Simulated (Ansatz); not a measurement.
**C: energy along a strain**

C, Fd-3m, a = 3.571 Å. Ansatz: PBE, PAW, 420 eV, Γ-centred 12×12×12 mesh on 2 atoms, Gaussian smearing 0.05 eV; no spin polarisation. Cell vectors (Å): 0.000 1.786 1.786; 1.786 0.000 1.786; 1.786 1.786 0.000. The cell is strained by x per cent times the pattern (0 0 0 1 0 0) in the order xx yy zz yz xz xy (engineering shears), with fractional coordinates held. y is the free energy over the start, V0 = 5.694 Å³/atom. Symmetry makes y even in x.

```tsv
x (%)	y (meV/atom)
-2.00	?
-1.00	0.98
0.00	0.00
0.25	0.07
0.50	0.24
0.75	0.54
1.25	1.53
1.50	2.23
1.75	3.05
```

Q: Fit y = c2 x² + c4 x⁴ to the other rows, get the stiffness along the pattern, and predict the missing energy.

A: Least squares on the rows shown. y = 0.9662 x² + 0.009936 x⁴. The clamped-ion stiffness p·C·p = 2 × 9.662 eV × 160.2 / 5.694 Å³ = 544 GPa, which is C44 in these axes. At x = -2.00 the fit asked for gives 4.02 meV/atom. The run gave 3.97 meV/atom, so the fit is 0.05 meV/atom too high, a small miss on the scale of the series.